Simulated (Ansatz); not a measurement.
# ZnS: Zn vacancy

Method: DFT PBE, scalar-relativistic, plane waves, PAW (Ansatz). Run with 420 eV cutoff, 2×2×2 k-mesh, shifted by half a step, Gaussian smearing of 0.01 eV, collinear spin.

Host crystal, relaxed:

```xyz
4
Lattice="3.8441 0.0000 0.0000 -1.9220 3.3291 0.0000 0.0000 0.0000 6.3046" Properties=species:S:1:pos:R:3 pbc="T T T"
Zn    0.0000    2.2194    0.0017
Zn    1.9220    1.1097    3.1540
S     0.0000    2.2194    2.3626
S     1.9220    1.1097    5.5149
```

Supercell of 36 atoms, rows in host cell vectors: 1 -1 1; 1 2 1; -2 -1 1. Atoms relax at the host's cell from a start displaced at random by 0.05 Å near the defect, so other minima may exist. The cell is small, so energies carry finite-size errors of tenths of an eV. The host's Kohn–Sham gap is 2.08 eV. Atoms are taken from and returned to the elements' standard states. Charged cells are corrected for image charges with the computed static dielectric tensor (mean 9.2) and aligned with the host's potential at far atoms (alignment terms reach 0.56 eV). No band-filling term is added, and the Fermi level counts from the host's valence band top.

Starting moments were lost in some runs.

Defect: Zn vacancy set at (0.333, 0.667, 0.000) of the host cell. Before relaxation its nearest neighbours are 4 S at 2.36 Å.

| charge | E_f at the valence band top (eV) | over the neutral state (eV) | moment (μB) | largest move (Å) | atoms near the site |
| --- | --- | --- | --- | --- | --- |
| 0 | 4.09 | 0.00 | 1.01 | 0.07 | 1 S at 2.31 Å, 1 S at 2.34 Å, 2 S at 2.35 Å |
| -1 | 4.30 | 0.21 | 1.00 | 0.09 | 1 S at 2.29 Å, 1 S at 2.33 Å, 2 S at 2.34 Å |
| -2 | 4.95 | 0.86 | 0.00 | 0.09 | 1 S at 2.29 Å, 1 S at 2.30 Å, 1 S at 2.31 Å, 1 S at 2.34 Å |

Among the charges computed the stable one is 0 at the valence band top, changing to -1 at 0.21 eV, changing to -2 at 0.65 eV. In charge 0, -1 the cell has partly filled bands: a level of the defect may be part filled, the carrier may sit in the host's bands, or levels may cross between the k points, so transitions that involve it are doubtful.